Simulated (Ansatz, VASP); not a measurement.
# Cross-check of BN (Qingsongite) between VASP and Ansatz, part 2 of 2

Aim: how closely do two programs agree when they are given the same cell, functional and k mesh? The cell is taken from a series of VASP runs on this material, whose earlier steps may have relaxed, scaled or displaced it; both programs get it as it stands.

VASP 6.6.1 and Ansatz 0.2.0.

So far. Step 2 (VASP: band structure, LDA): The run ends at a pressure of -10.97 GPa.

**6. VASP: dielectric response, LDA**

Level of this step: LDA; plane waves and PAW (N, B) (VASP).

The same cell, functional (in two slightly different forms) and mesh now go to VASP, with its own data sets and cutoff.

The input, INCAR:

```
SYSTEM = BN
PREC = Accurate
ENCUT = 460
EDIFF = 1E-08
NELM = 100
ISMEAR = 0
SIGMA = 0.01
LREAL = .FALSE.
ALGO = Normal
GGA = CA
NBANDS = 10
LORBIT = 11
LWAVE = .FALSE.
LCHARG = .FALSE.
KPAR = 4
LEPSILON = .TRUE.
LPEAD = .TRUE.
```

The input, POSCAR:

```
BN
1.0
    0.0000000000      1.8075000000      1.8075000000
    1.8075000000      0.0000000000      1.8075000000
    1.8075000000      1.8075000000      0.0000000000
N B
1 1
Direct
    0.7500000000      0.7500000000      0.7500000000
    0.0000000000      0.0000000000      0.0000000000
```

The input, KPOINTS:

```
Automatic mesh
0
Gamma
14 14 14
0 0 0
```

PAW data sets: N and B (LDA family, release 64).

Launch:

```
mpirun -np 4 vasp_std
```

Numbers of over 12 decimals in the logs are rounded to 6 here.

The program printed:

```text
[... set-up lines as in an earlier step ...]
 entering main loop
       N       E                     dE             d eps       ncg     rms          rms(c)
DAV:   1     0.398278022791E+01    0.39828E+01   -0.47500E+03  2170   0.718E+02
DAV:   2    -0.201668792798E+02   -0.24150E+02   -0.23396E+02  2468   0.145E+02
DAV:   3    -0.205350772407E+02   -0.36820E+00   -0.36762E+00  2422   0.153E+01
DAV:   4    -0.205354869997E+02   -0.40976E-03   -0.40975E-03  2256   0.614E-01
[...]
DAV:  11    -0.194069463682E+02   -0.50992E-06   -0.18692E-06  2292   0.964E-03    0.632E-03
DAV:  12    -0.194069462939E+02    0.74332E-07   -0.55128E-07  2278   0.453E-03    0.221E-04
DAV:  13    -0.194069462950E+02   -0.11339E-08   -0.84784E-09  1346   0.919E-04
   1 F= -.19406946E+02 E0= -.19406946E+02  d E =-.100328E-12
 Linear response reoptimize wavefunctions to high precision
DAV:   1    -0.194069462951E+02   -0.10323E-09   -0.18760E-10  1410   0.155E-04
DAV:   2    -0.194069462951E+02   -0.18076E-10   -0.53952E-12  1132   0.259E-05
 Linear response to external field (no local field effect), progress :
[...]
change of polarisation eV/A/(eV/A) component  2 :     0.026     0.234     0.029
 dielectric tensor                  component  2 :     0.405     4.590     0.443
 Linear response to external field, progress :
  Direction:   3
       N       E                     dE             d eps       ncg     rms          rms(c)
RMM:   1    -0.121876855100E+00   -0.12188E+00   -0.37038E-01  5068   0.186E+00
RMM:   2    -0.122292054955E+00   -0.41520E-03   -0.27842E-04  5136   0.128E-01    0.589E-01
RMM:   3    -0.119939219973E+00    0.23528E-02   -0.10286E-03 12922   0.241E-01    0.345E-01
RMM:   4    -0.123879699693E+00   -0.39405E-02   -0.14607E-03 17168   0.291E-01    0.367E-02
RMM:   5    -0.124347345367E+00   -0.46765E-03   -0.14805E-05 13524   0.303E-02    0.430E-03
RMM:   6    -0.124361114236E+00   -0.13769E-04   -0.22972E-08 14321   0.165E-03    0.227E-03
RMM:   7    -0.124370806653E+00   -0.96924E-05   -0.85717E-09 14312   0.879E-04    0.101E-04
RMM:   8    -0.124370964771E+00   -0.15812E-06    0.11271E-12  9621   0.332E-05    0.314E-05
RMM:   9    -0.124370976594E+00   -0.11822E-07   -0.51099E-10  8621   0.412E-05    0.255E-06
 change of polarisation eV/A/(eV/A) component  3 :     0.023     0.043     0.234
 dielectric tensor                  component  3 :     0.348     0.656     4.590
 Born effective charges drift removed
```

Parts of OUTCAR (step 6):

```text
  Total       -0.8108862     -0.8108862     -0.8108862      0.0000000     -0.0000000      0.0000000
  in kB     -110.0032631   -110.0032631   -110.0032631      0.0000000     -0.0000000      0.0000000
  external PRESSURE =    -110.0032631 kB  Pullay stress =       0.0000000 kB

 POSITION                                       TOTAL-FORCE (eV/Angst)
 -----------------------------------------------------------------------------------
      2.71125      2.71125      2.71125         0.000000      0.000000      0.000000
      0.00000      0.00000      0.00000        -0.000000     -0.000000     -0.000000
 -----------------------------------------------------------------------------------
    total drift:                                0.000000      0.000000      0.000000

 MACROSCOPIC STATIC DIELECTRIC TENSOR (including local field effects in DFT)
 ------------------------------------------------------
           4.590474     0.000000    -0.000000
           0.000000     4.590474     0.000000
           0.000000     0.000000     4.590474
 ------------------------------------------------------

[... 1 part as in an earlier step ...]

[... 1 further part left out ...]
```

**7. Differences**

Compared:

```csv
quantity,Ansatz,VASP,difference
ε∞ xx,4.59,4.59,+0.05 %
ε∞ yy,4.59,4.59,+0.05 %
ε∞ zz,4.59,4.59,+0.05 %
Born charge of N1 (mean of the diagonal) (e),-1.89,-1.89,-0.01
Born charge of B2 (mean of the diagonal) (e),1.89,1.89,+0.01
```

**8. Ansatz: single point, LDA**

With cell and atoms fixed, the geometry can't cause a difference; cores, projectors, grids and the points listed under the comparison can.

The cell is taken from a series of VASP runs on this material, whose earlier steps may have relaxed, scaled or displaced it; both programs get it as it stands.

The input, input.yaml:

```yaml
crystal:
  lattice:
    - [0.0, 1.8075, 1.8075]
    - [1.8075, 0.0, 1.8075]
    - [1.8075, 1.8075, 0.0]
  atoms:
    - { symbol: "N", position: [0.75, 0.75, 0.75] }
    - { symbol: B, position: [0.0, 0.0, 0.0] }
hamiltonian:
  xc: lda
  pseudopotentials: { kind: paw }
kpoints:
  mp_grid: { grid: [7, 7, 7] }
scf:
  occupations: { method: gaussian, width: 0.01 }
  n_extra_bands: 4
output:
  forces: true
  stress: true
  eigenvalues: true
```

Launch:

```
ansatz run input.yaml --threads 2 --pin off --max-ram 4608MiB --backend cpu --events-out ev --progress --plain --runs-dir out
```

The program printed:

```text
[...]
Crystal: 2 atoms, lattice volume = 11.810 Å³
Basis set: ecut = 420 eV, 259 PW (Γ)
Bands: 8, of which v1, the nominal top of the filled ones, is band 4 counted from 1 (3 counted from 0)
Symmetry: 24 space group operations
[...]
k-points: 20 of 343 (time reversal used)
[...]
Free energy (F): -526.456093 eV
[...]
Internal energy: -526.456093 eV  (E = F + TS)
E sigma→0 (E₀):  -526.456093 eV
Fermi energy:    13.230319 eV
[...]
--- Stress (GPa, compression-positive) ---
      -10.937899      -0.000000      -0.000000
       -0.000000     -10.937899       0.000000
       -0.000000       0.000000     -10.937899
  P = ⅓ Tr σ = -10.9379 GPa (-109.379 kbar)
--- Band table (eV; the first three rows and the last of 20) ---
[...]
[key lines of the parts left out:]
SCF converged after 6 iterations
```

Run time: 0.29 s. Hardware: 2 threads of AMD EPYC 7B13 (Zen 3), shared host; peak memory 0.3 GiB; 0.43 s of CPU time.

The run ends at a pressure of -10.94 GPa.

**9. VASP: single point, LDA**

The same cell, functional (in two slightly different forms), mesh and smearing now go to VASP, with its own data sets and cutoff.

The input, INCAR:

```
SYSTEM = BN
PREC = Accurate
ENCUT = 450
EDIFF = 1E-08
NELM = 100
ISMEAR = 0
SIGMA = 0.01
LREAL = .FALSE.
ALGO = Normal
GGA = CA
NBANDS = 10
LORBIT = 11
LWAVE = .TRUE.
LCHARG = .FALSE.
KPAR = 4
```

POSCAR is that of step 6.

The input, KPOINTS:

```
Automatic mesh
0
Gamma
7 7 7
0 0 0
```

PAW data sets: N_GW and B_GW (LDA family, release 64).

Launch:

```
mpirun -np 4 vasp_std
```

The program printed:

```text
[... set-up lines as in an earlier step ...]
 entering main loop
       N       E                     dE             d eps       ncg     rms          rms(c)
DAV:   1     0.231538887905E+02    0.23154E+02   -0.47714E+03   408   0.794E+02
DAV:   2    -0.195905953235E+02   -0.42744E+02   -0.40727E+02   510   0.228E+02
DAV:   3    -0.204878186946E+02   -0.89722E+00   -0.89580E+00   504   0.288E+01
DAV:   4    -0.204915919907E+02   -0.37733E-02   -0.37727E-02   456   0.199E+00
[...]
DAV:  11    -0.194140410583E+02   -0.52799E-06   -0.11608E-06   468   0.980E-03    0.202E-03
DAV:  12    -0.194140409840E+02    0.74293E-07   -0.23929E-07   548   0.502E-03    0.178E-04
DAV:  13    -0.194140409858E+02   -0.17649E-08   -0.35088E-09   274   0.592E-04
   1 F= -.19414041E+02 E0= -.19414041E+02  d E =-.627858E-14
 writing wavefunctions
```

From OUTCAR (step 9):

```text
  Total       -1.0478825     -1.0478825     -1.0478825      0.0000000      0.0000000      0.0000000
  in kB     -142.1537255   -142.1537255   -142.1537255      0.0000000      0.0000000      0.0000000
  external PRESSURE =    -142.1537255 kB  Pullay stress =       0.0000000 kB

 POSITION                                       TOTAL-FORCE (eV/Angst)
 -----------------------------------------------------------------------------------
      2.71125      2.71125      2.71125        -0.000000     -0.000000     -0.000000
      0.00000      0.00000      0.00000         0.000000      0.000000      0.000000
 -----------------------------------------------------------------------------------
    total drift:                               -0.000001     -0.000001     -0.000001

  FREE ENERGIE OF THE ION-ELECTRON SYSTEM (eV)
  ---------------------------------------------------
  free  energy   TOTEN  =       -19.4140409858 eV

  energy  without entropy=      -19.4140409858  energy(sigma->0) =      -19.41404099

[... 3 further parts left out ...]
[key lines of the parts left out:]
E-fermi :   7.5165
```

The run ends at a pressure of -14.22 GPa.

**10. Differences**

What differs besides the data sets and the points named for the pairs above, as far as they apply: the cutoff is 420 eV in Ansatz and 450 eV in VASP. Total energies have different zeros and are not compared.

Both answers:

```csv
quantity,Ansatz,VASP,difference
gap on the k mesh (eV),4.614,4.601,+0.012
```

Not compared: the pressure (VASP's GW data sets at this cutoff don't carry it). A gap on the mesh is an upper bound, since the band edges may lie between its points.

**11. Further runs**

Further runs change the set-up of one program: Ansatz's method, potentials or start, or VASP's data sets, cutoff or form of LDA. The table gives Ansatz less VASP for each quantity, since a change that brings one quantity closer may part another.

```csv
run,gap on the k mesh (eV)
as above,0.012
cores kept as stored,0.011
Ansatz's all-electron LAPW method,0.0050
Ansatz's larger PAW set (cutoff 900 eV),0.0067
norm-conserving potentials (cutoff 1143 eV),0.070
```

**12. Results**

```
difference in gap over the path points (band structure, LDA) : 0.019 eV
difference in ε∞ xx (dielectric response, LDA)               : 0.051 %
difference in gap on the k mesh (single point, LDA)          : 0.012 eV
```

**Reading.** The difference in gap over the path points is 0.019 eV (band structure, LDA), within the 0.08 eV picked in this series as the mark of a large difference. VASP's data sets differ among the pairs, so a change from pair to pair isn't the functional's or the coupling's alone. Single point, LDA, Ansatz's all-electron LAPW method: the difference in gap on the k mesh goes from 0.012 to 0.0050 eV. Single point, LDA, Ansatz's larger PAW set (cutoff 900 eV): the difference in gap on the k mesh goes from 0.012 to 0.0067 eV. Single point, LDA, norm-conserving potentials (cutoff 1143 eV): the difference in gap on the k mesh goes from 0.012 to 0.070 eV. 3 further runs of this series are not shown here. Such differences can come from data sets, numerical settings and the points named under the comparisons, not from the functional's error against experiment.

[Lines on the potential files, build, host, timing and source positions are cut from VASP's logs without a mark.]

[Logs are printed without paths, hosts, clocks, repeated set-up lines and the standing remarks that a program may print on its own settings, such as how far it seeks lower states.]

[Hosts, paths, dates, database ids (printed as entryN), source tags and the programs' standing remarks are cut or masked in the printed files.]
